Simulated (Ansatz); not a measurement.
Equation of state of Sc

```cif
data_structure
_symmetry_space_group_name_H-M 'P 1'
_symmetry_Int_Tables_number 1
_cell_length_a 3.2664
_cell_length_b 3.2664
_cell_length_c 3.2664
_cell_angle_alpha 60.000
_cell_angle_beta 60.000
_cell_angle_gamma 60.000
_cell_volume 24.64
loop_
_atom_site_label
_atom_site_type_symbol
_atom_site_fract_x
_atom_site_fract_y
_atom_site_fract_z
_atom_site_occupancy
Sc1 Sc 0.00000 0.00000 0.00000 1
```

The runs use the primitive cell with vectors (0.000, 2.310, 2.310), (2.310, 0.000, 2.310), (2.310, 2.310, 0.000) Å, to which the k mesh refers.

The structure comes from a relaxation in the same program, started in the fcc type, and has space group Fm-3m. Whether it is a known phase or the ground state wasn't checked.

Spin polarisation is left out, and whether a magnetic state lies lower isn't shown here.

Methods: DFT, PBE, all-electron LAPW, scalar-relativistic (Ansatz 0.2.0); DFT, PBE, PAW with Ansatz's default frozen-core files, scalar-relativistic (Ansatz 0.2.0).

For LAPW: a Γ-centred 13×13×13 k mesh, Fermi–Dirac smearing of 0.03 eV, basis error target 0.25 meV/atom, no spin polarisation. PAW takes a cutoff of 420 eV at this cell. The Ansatz runs share mesh, smearing and spin set-up. Plane-wave (PAW) pressures include the program's estimate of the Pulay term.

The cell above is scaled evenly, with fractional coordinates and shape held.

Question: Estimate the equilibrium volume and bulk modulus that full-potential LAPW gives for this fixed shape.

Answer: V0 = 24.64 Å³/atom, B0 = 51 GPa, B0′ = 2.9, from a third-order Birch–Murnaghan fit to these pressures:
| V/V(cell) | V (Å³/atom) | P, LAPW (GPa) | P, PAW (GPa) |
| --- | --- | --- | --- |
| 0.9405 | 23.177 | 3.40 | 3.40 |
| 0.9700 | 23.904 | 1.61 | 1.61 |
| 1.0000 | 24.644 | 0.00 | 0.00 |
| 1.0300 | 25.383 | -1.43 | -1.43 |
| 1.0600 | 26.122 | -2.71 | -2.71 |

PAW's V0 lies 0.00 % from the all-electron value and its B0 0.1 %. Symmetry fixes shape and coordinates here, so this is the relaxed modulus.
